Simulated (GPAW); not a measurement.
SiNi3:

```
Ni Si
1.0
     3.54200    0.00000    0.00000
     0.00000    3.54200    0.00000
     0.00000    0.00000    3.54200
Ni Si
3 1
Direct
  0.50000 0.50000 0.00000
  0.50000 0.00000 0.50000
  0.00000 0.50000 0.50000
  0.00000 0.00000 0.00000
```

Base run:

```yaml
Program: GPAW 26.7.0
Functional: PBEsol
Potentials_or_basis: PAW data sets generated in the run's folder for this functional
Cutoff: 600 eV
Basis: pw
k_mesh: 7 × 7 × 7
Occupations: fermi-dirac, width 0.05 eV
Spin: collinear spin, ferromagnetic start
Starting_moments: "[1.0, 1.0, 1.0, 0.0] μB"
Hubbard_terms: Ni d U = 3 eV
```

Its results: pressure -15.3 GPa; net moment 0.17 μB per cell.

Task: After a change of settings the same cell gave: pressure -14.3 GPa; net moment 0.00 μB per cell. Which change was it?
A. hubbard terms from Ni d U = 3 eV to Ni d U = 2 eV
B. k mesh from 7 × 7 × 7 to 6 × 6 × 6; hubbard terms from Ni d U = 3 eV to none
C. k mesh from 7 × 7 × 7 to 8 × 8 × 8; hubbard terms from Ni d U = 3 eV to none
D. hubbard terms from Ni d U = 3 eV to none

Result: A.

Caveats: the stock nickel data set gives pressures a few GPa off other programs; the U is typed as a test and isn't derived for this compound.

Not every run made on this cell is shown here.
